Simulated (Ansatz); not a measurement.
Li under changes of volume

One of the cells (21.354 Å³/atom); the others are scaled copies at fixed shape and fractional positions:

```
Li
1.0
     0.00000    2.20200    2.20200
     2.20200    0.00000    2.20200
     2.20200    2.20200    0.00000
Li
1
Direct
  0.00000 0.00000 0.00000
```

This isn't the form of Li at room conditions, which is bcc.

```yaml
Program: Ansatz 0.2.0
Functional: PBE
Potentials_or_basis: Ansatz PAW
Cutoff: "420 eV (not typed: the program's choice for these potentials)"
k_mesh: 10 × 10 × 10
Occupations: fermi-dirac, width 0.05 eV
Spin: no spin polarisation
```

| volume (Å³/atom) | energy over the lowest point (meV/atom) | pressure (GPa) |
| --- | --- | --- |
| 20.073 | 0.00 | 0.1 |
| 20.500 | 0.11 | -0.2 |
| 20.927 | 0.95 | -0.4 |
| 21.354 | 2.47 | -0.7 |
| 21.781 | 4.59 | -0.9 |
| 22.208 | 7.28 | -1.1 |
| 22.635 | ? | ? |

Question: What does the run at 22.635 Å³/atom give?

Answer: Energy over the lowest point 10.49 meV/atom; pressure -1.3 GPa.

Worked out: A Birch-Murnaghan fit of order 3 (a polynomial in V^(-2/3)) to the other rows has its minimum at 20.22 Å³/atom with B0 = V·E''(V) = 13.8 GPa and B' = 3.3. It gives 10.48 meV/atom at 22.635 Å³/atom, against the run's 10.49, and -dE/dV = -1.3 GPa, against -1.3.

Energies are extrapolated to zero smearing.
